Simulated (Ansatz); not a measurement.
The system is MnO.

```
Mn O
1.0
     0.00000    2.22391    2.22391
     2.22391    0.00000    2.22391
     2.22391    2.22391    0.00000
Mn O
1 1
Direct
  0.00000 0.00000 0.00000
  0.50000 0.50000 0.50000
```

The cell is a database's computed one.

Program: Ansatz 0.2.0. Alike in all runs: task single point; potentials or basis Ansatz PAW; spin collinear, ferromagnetic start; cell as given; k mesh 6 × 6 × 6; cutoff (eV) 500; smearing fermi-dirac 0.05 eV.

Task: Order these runs on this cell by their pressure, lowest first.
A. level r2SCAN0 form with a typed share of exact exchange; share of exact exchange 0; mesh quality coarse
B. level r2SCAN0; share of exact exchange 0.25; mesh quality not flagged
C. level r2SCAN0 form with a typed share of exact exchange; share of exact exchange 0.5; mesh quality not flagged

Result: C (-3.2 GPa), B (-1.5 GPa), A (0.2 GPa).

Caveats: some runs use coarse meshes; the magnetic or orbital state may not be the lowest; a cell with one magnetic atom can't hold antiferromagnetic order, which such compounds often take; the PAW data sets come from PBE, with cores solved anew for the run's functional, which leaves a small shift of forces and pressure; the thresholds are loose for stress (some runs).

Runs at the PBE level aren't shown here.
